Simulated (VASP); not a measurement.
Set up this calculation in VASP 6.6.1, as the native input.

* Task: band structure
* Functional: PBE0
* Potentials or basis: VASP PAW PBE potentials, release 64 (In_d, Se)
* Cutoff: 520 eV
* k mesh: 4 × 4 × 1
* Occupations: gaussian, width 0.02 eV
* Spin: no spin polarisation
* Ladder: gaps
* Grid for exact exchange (PRECFOCK): Fast
* Exchange at q = 0: truncated
* Further INCAR settings: ALGO = Normal; EDIFF = 1e-07; NBANDS = 48

The system is InSe.

```
In Se
1.0
     4.04733    0.00000    0.00000
    -2.02366    3.50509    0.00000
     0.00000    0.00000   18.05206
In Se
4 4
Direct
  0.33333 0.66667 0.07739
  0.33333 0.66667 0.92261
  0.00000 0.00000 0.42261
  0.00000 0.00000 0.57739
  0.33333 0.66667 0.35298
  0.33333 0.66667 0.64702
  0.66667 0.33333 0.14700
  0.66667 0.33333 0.85300
```

Measurements of this composition are mostly on another form, of space group No. 160.

One way to write it, as run:

POSCAR

```
InSe
1.0
    4.0473293151      0.0000000000      0.0000000000
   -2.0236646576      3.5050900044      0.0000000000
    0.0000000000      0.0000000000     18.0520649100
In Se
4 4
Direct
    0.3333333333      0.6666666667      0.0773904900
    0.3333333333      0.6666666667      0.9226095100
    0.0000000000      0.0000000000      0.4226063200
    0.0000000000      0.0000000000      0.5773936800
    0.3333333333      0.6666666667      0.3529842800
    0.3333333333      0.6666666667      0.6470157200
    0.6666666667      0.3333333333      0.1469999300
    0.6666666667      0.3333333333      0.8530000700
```

INCAR.step1

```
  PREC = Accurate
  ENCUT = 520
  EDIFF = 1E-5
  ISMEAR = 0
  SIGMA = 0.02
  LREAL = False
  LASPH = True
  NELM = 60
  ALGO = Normal
  ISIF = 2
  LWAVE = True
  LCHARG = False
  NBANDS = 48
  GGA = PE
  KPAR = 4
```

INCAR.step2

```
  PREC = Accurate
  ENCUT = 520
  EDIFF = 1E-7
  ISMEAR = 0
  SIGMA = 0.02
  LREAL = False
  LASPH = True
  NELM = 60
  ALGO = Normal
  ISIF = 2
  LWAVE = False
  LCHARG = False
  GGA = PE
  LHFCALC = True
  AEXX = 0.25
  PRECFOCK = Fast
  HFRCUT = -1
  NBANDS = 48
  ISTART = 1
  KPAR = 4
```

KPOINTS

```
Automatic mesh
0
Gamma
  4 4 1
```

KPOINTS_OPT

```
path GMKGALHA,LM,KH
12
line-mode
reciprocal
 0.0000000000  0.0000000000  0.0000000000  G
 0.5000000000  0.0000000000  0.0000000000  M

 0.5000000000  0.0000000000  0.0000000000  M
 0.3333333333  0.3333333333  0.0000000000  K

 0.3333333333  0.3333333333  0.0000000000  K
 0.0000000000  0.0000000000  0.0000000000  G

 0.0000000000  0.0000000000  0.0000000000  G
 0.0000000000  0.0000000000  0.5000000000  A

 0.0000000000  0.0000000000  0.5000000000  A
 0.5000000000  0.0000000000  0.5000000000  L

 0.5000000000  0.0000000000  0.5000000000  L
 0.3333333333  0.3333333333  0.5000000000  H

 0.3333333333  0.3333333333  0.5000000000  H
 0.0000000000  0.0000000000  0.5000000000  A

 0.5000000000  0.0000000000  0.5000000000  L
 0.5000000000  0.0000000000  0.0000000000  M

 0.3333333333  0.3333333333  0.0000000000  K
 0.3333333333  0.3333333333  0.5000000000  H
```

Potentials or basis: VASP PAW PBE potentials, release 64 (In_d, Se).

Run with:

```console
$ cat potpaw_PBE.64/In_d/POTCAR potpaw_PBE.64/Se/POTCAR > POTCAR
$ cp INCAR.step1 INCAR
$ mpirun -np 4 vasp_std > vasp.out
$ cp INCAR.step2 INCAR
$ mpirun -np 4 vasp_std > vasp.out
```

It gave:

```json
{
 "Pressure": "-0.3 GPa",
 "Largest force": "0.087 eV/Å",
 "Band gap on the k mesh": "2.12 eV, direct",
 "Band gap along the path": "2.12 eV, direct"
}
```

Caveat: the k mesh is coarse (spacing up to 0.45 Å⁻¹), so the values aren't converged, least of all with exact exchange; the PAW data sets were made with another functional, which shifts forces and pressure a little; spin-orbit coupling is left out, which moves the levels of the heavy elements; this functional lacks dispersion, which binds the layers, so the pressure and a relaxed spacing across them are unreliable.

Run time: 93 min on 4 MPI ranks on Intel(R) Xeon(R) 6975P-C (Granite Rapids), on a shared host, peak memory 0.55 GiB a rank.
